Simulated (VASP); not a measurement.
## Input and output of a VASP PBE single-point calculation on NaF (strained zincblende)

INCAR

```
SIGMA = 0.02
ENCUT = 520
LELF = .TRUE.
IBRION = -1
NBANDS = 14
LREAL = .FALSE.
PREC = Accurate
ISMEAR = -1
NSW = 0
LASPH = .TRUE.
ISIF = 2
NELM = 120
LCHARG = .TRUE.
LWAVE = .FALSE.
EDIFF = 1E-7
GGA = PE
```

KPOINTS

```
KPOINTS created by Atomic Simulation Environment
0
Gamma
8 8 8
0 0 0
```

KPOINTS_OPT

```
special points
7
Reciprocal
0.0000000000 0.0000000000 0.0000000000 1
-0.5000000000 -0.5000000000 0.0000000000 1
-0.3750000000 -0.3750000000 0.2500000000 1
-0.3750000000 0.0000000000 0.3750000000 1
0.0000000000 0.0000000000 0.5000000000 1
-0.5000000000 -0.2500000000 0.2500000000 1
0.0625000000 0.0625000000 0.1145830000 1
```

POSCAR

```
Na F
 1.0000000000000000
     0.0302683881000000    2.5395077740000001    2.5395077740000001
     2.5395077740000001    0.0302683881000000    2.5395077740000001
     2.5395077740000001    2.5395077740000001    0.0302683881000000
 Na  F
   1   1
Cartesian
  0.0071472626019380  0.0071472626019380  0.0071472626019380
  1.2701737214230620  1.2701737214230620  1.2701737214230620
```

VASP ran with the recommended PBE PAW datasets (14 valence electrons in the cell).

Command

```
mpirun -np 1 vasp_std
```

From OUTCAR

```
k-points           NKPTS =     65   k-points in BZ     NKDIM =     65   number of bands    NBANDS=     14

   NELECT =      14.0000    total number of electrons

   dimension x,y,z NGX =    28 NGY =   28 NGZ =   28
   dimension x,y,z NGXF=    56 NGYF=   56 NGZF=   56

  energy-cutoff  :      520.00
  volume of cell :       32.17
      direct lattice vectors                 reciprocal lattice vectors
     0.030268388  2.539507774  2.539507774    -0.200444047  0.198083095  0.198083095
     2.539507774  0.030268388  2.539507774     0.198083095 -0.200444047  0.198083095
     2.539507774  2.539507774  0.030268388     0.198083095  0.198083095 -0.200444047

 k-points in reciprocal lattice and weights: KPOINTS created by Atomic Simulation Env
   0.00000000  0.00000000  0.00000000       0.002
   0.12500000 -0.00000000 -0.00000000       0.012
   0.25000000 -0.00000000 -0.00000000       0.012
   0.37500000  0.00000000  0.00000000       0.012
   0.50000000 -0.00000000 -0.00000000       0.006
   0.12500000  0.12500000 -0.00000000       0.012
   0.25000000  0.12500000 -0.00000000       0.023
   0.37500000  0.12500000  0.00000000       0.023
   ...

 E-fermi :  -2.8309

 k-point     1 :       0.0000    0.0000    0.0000
  band No.  band energies     occupation
      1     -22.1921      2.00000
      2     -22.1916      2.00000
      3     -22.1916      2.00000
      4     -22.1162      2.00000
      5      -3.3928      2.00000
      6      -3.3554      2.00000
      7      -3.3554      2.00000
      8       2.2701      0.00000
      9      15.7642      0.00000
     10      16.1661      0.00000
     11      16.1661      0.00000
     12      17.4225      0.00000
     13      17.7188      0.00000
     14      17.7188      0.00000

 k-point     2 :       0.1250   -0.0000   -0.0000
  band No.  band energies     occupation
      1     -22.4151      2.00000
      2     -22.1935      2.00000
      3     -22.1906      2.00000
      4     -21.8872      2.00000
      5      -3.5247      2.00000
      6      -3.3927      2.00000
      7      -3.3622      2.00000
      8       2.6991      0.00000
      9      14.2314      0.00000
     10      15.4262      0.00000
     11      15.7352      0.00000
     12      17.1517      0.00000
     13      17.4015      0.00000
     14      17.5867      0.00000

 k-point     3 :       0.2500   -0.0000   -0.0000
  band No.  band energies     occupation
      1     -22.6224      2.00000
      2     -22.1980      2.00000
      3     -22.1948      2.00000
      4     -21.6587      2.00000
      5      -3.8559      2.00000
      6      -3.4046      2.00000
      7      -3.3787      2.00000
      8       3.8004      0.00000
      9      11.6278      0.00000
     10      14.5764      0.00000
     11      14.8439      0.00000
     12      17.1500      0.00000
     13      17.5548      0.00000
     14      17.7551      0.00000

 k-point     4 :       0.3750    0.0000    0.0000
  band No.  band energies     occupation
      1     -22.7563      2.00000
      2     -22.2026      2.00000
      3     -22.1990      2.00000
      4     -21.5044      2.00000
      5      -4.1236      2.00000
      6      -3.4160      2.00000
      7      -3.3953      2.00000
      8       5.2857      0.00000
      9       9.2742      0.00000
     10      13.9330      0.00000
     11      14.1965      0.00000
     12      17.0918      0.00000
     13      18.0616      0.00000
     14      18.2792      0.00000

 k-point     5 :       0.5000   -0.0000   -0.0000
  band No.  band energies     occupation
      1     -22.8023      2.00000
      2     -22.2045      2.00000
      3     -22.2007      2.00000
      4     -21.4503      2.00000
      5      -4.2207      2.00000
      6      -3.4208      2.00000
      7      -3.4022      2.00000
      8       6.6604      0.00000
      9       7.6176      0.00000
     10      13.7064      0.00000
     11      13.9712      0.00000
     12      17.1524      0.00000
     13      18.2939      0.00000
     14      18.5084      0.00000

 k-point     6 :       0.1250    0.1250   -0.0000
  band No.  band energies     occupation
      1     -22.4526      2.00000
      2     -22.1960      2.00000
      3     -22.1941      2.00000
      4     -21.8418      2.00000
      5      -3.5480      2.00000
      6      -3.4039      2.00000
      7      -3.3790      2.00000
      8       2.8297      0.00000
      9      14.3787      0.00000
     10      15.0211      0.00000
     11      15.2814      0.00000
     12      15.6949      0.00000
     13      18.9214      0.00000
     14      19.0237      0.00000

 k-point     7 :       0.2500    0.1250   -0.0000
  band No.  band energies     occupation
      1     -22.6111      2.00000
      2     -22.2013      2.00000
      3     -22.1989      2.00000
      4     -21.6629      2.00000
      5      -3.7837      2.00000
      6      -3.4295      2.00000
      7      -3.4017      2.00000
      8       3.6784      0.00000
      9      12.3580      0.00000
     10      13.9738      0.00000
     11      14.5150      0.00000
     12      16.1613      0.00000
     13      18.7563      0.00000
     14      18.8767      0.00000

 k-point     8 :       0.3750    0.1250    0.0000
  band No.  band energies     occupation
      1     -22.7452      2.00000
      2     -22.2091      2.00000
      3     -22.2032      2.00000
      4     -21.5052      2.00000
      5      -4.0301      2.00000
      6      -3.4505      2.00000
      7      -3.4348      2.00000
      8       4.9892      0.00000
      9      10.0964      0.00000
     10      13.1422      0.00000
     11      14.0164      0.00000
     12      16.7126      0.00000
     13      18.8622      0.00000
     14      19.0753      0.00000

 k-point     9 :       0.5000    0.1250   -0.0000
  band No.  band energies     occupation
      1     -22.8102      2.00000
      2     -22.2157      2.00000
      3     -22.2042      2.00000
      4     -21.4258      2.00000
      5      -4.1558      2.00000
      6      -3.4881      2.00000
      7      -3.4347      2.00000
      8       6.4913      0.00000
      9       8.1605      0.00000
     10      12.7498      0.00000
     11      13.7616      0.00000
     12      17.1986      0.00000
     13      18.7909      0.00000
     14      19.0890      0.00000

 k-point    10 :      -0.3750    0.1250    0.0000
  band No.  band energies     occupation
      1     -22.7953      2.00000
      2     -22.2167      2.00000
      3     -22.2014      2.00000
      4     -21.4443      2.00000
      5      -4.1274      2.00000
      6      -3.5035      2.00000
      7      -3.4157      2.00000
      8       6.0287      0.00000
      9       8.7228      0.00000
     10      12.7082      0.00000
     11      13.8747      0.00000
     12      17.6970      0.00000
     13      18.3000      0.00000
     14      18.8317      0.00000

 k-point    11 :      -0.2500    0.1250    0.0000
  band No.  band energies     occupation
      1     -22.7031      2.00000
      2     -22.2109      2.00000
      3     -22.1964      2.00000
      4     -21.5565      2.00000
      5      -3.9555      2.00000
      6      -3.4806      2.00000
      7      -3.3924      2.00000
      8       4.5385      0.00000
      9      10.8578      0.00000
     10      13.0084      0.00000
     11      14.4177      0.00000
     12      17.3580      0.00000
     13      18.0381      0.00000
     14      18.8161      0.00000

 k-point    12 :      -0.1250    0.1250    0.0000
  band No.  band energies     occupation
      1     -22.5531      2.00000
      2     -22.2010      2.00000
      3     -22.1920      2.00000
      4     -21.7329      2.00000
      5      -3.7040      2.00000
      6      -3.4288      2.00000
      7      -3.3769      2.00000
      8       3.3428      0.00000
      9      13.0938      0.00000
     10      13.8456      0.00000
     11      15.3276      0.00000
     12      16.5805      0.00000
     13      17.8349      0.00000
     14      19.0297      0.00000

 k-point    13 :       0.2500    0.2500   -0.0000
  band No.  band energies     occupation
      1     -22.6864      2.00000
      2     -22.2067      2.00000
      3     -22.2052      2.00000
      4     -21.5692      2.00000
      5      -3.8691      2.00000
      6      -3.4638      2.00000
      7      -3.4349      2.00000
      8       4.1875      0.00000
      9      11.6642      0.00000
     10      14.0780      0.00000
     11      14.2924      0.00000
     12      14.4594      0.00000
     13      18.4133      0.00000
     14      20.0202      0.00000

 ...

  Total        0.4620116      0.4620116      0.4620116     -0.0314756     -0.0314756     -0.0314756
  in kB       23.0101363     23.0101363     23.0101363     -1.5676180     -1.5676180     -1.5676180
  external PRESSURE =      23.0101363 kB  Pullay stress =       0.0000000 kB

 POSITION                                       TOTAL-FORCE (eV/Angst)
 -----------------------------------------------------------------------------------
      0.00715      0.00715      0.00715         0.000118      0.000118      0.000118
      1.27017      1.27017      1.27017        -0.000118     -0.000118     -0.000118
 -----------------------------------------------------------------------------------
    total drift:                               -0.000054     -0.000054     -0.000054

  FREE ENERGIE OF THE ION-ELECTRON SYSTEM (eV)
  ---------------------------------------------------
  free  energy   TOTEN  =        -8.3793007752 eV

  energy  without entropy=       -8.3793007752  energy(sigma->0) =       -8.37930078
```

```
gap between bands v and c : 5.63 eV
least direct gap          : 5.63 eV
pressure                  : 2.3 GPa
```

Band v is the last that the valence electrons fill when counted band by band, and c is the next.

The run took about 27 s on one core of a shared host (Intel Xeon Platinum 8488C) and held 0.18 GiB at most.
